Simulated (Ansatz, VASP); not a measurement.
Ag in VASP and in Ansatz

```
Ag
1.0
     0.00000    2.02715    2.02715
     2.02715    0.00000    2.02715
     2.02715    2.02715    0.00000
Ag
1
Direct
  0.00000 0.00000 0.00000
```

Alike in both runs: task single point; functional PBEsol; k mesh 16 × 16 × 16; occupations fermi-dirac, width 0.1 eV; no spin polarisation.

|  | VASP | Ansatz |
| --- | --- | --- |
| version | VASP 6.6.1 | Ansatz 0.2.0 |
| potentials or method | VASP PAW PBE potentials, release 64 (Ag) | PAW with Ansatz's default frozen-core files, scalar-relativistic |
| plane-wave cutoff (eV) | 520 | 420 |
| valence electrons in the cell | 11 | 19 |

VASP gave:

* pressure (GPa): -0.2

Q: What did Ansatz give for the same quantities?

A: Pressure (GPa): 0.0.

The two sets of potentials don't hold the same shells in valence. Ansatz warned: «optics_on_partly_filled_bands».

Caveats: the PAW data sets were made with another functional, which shifts forces and pressure a little (VASP).
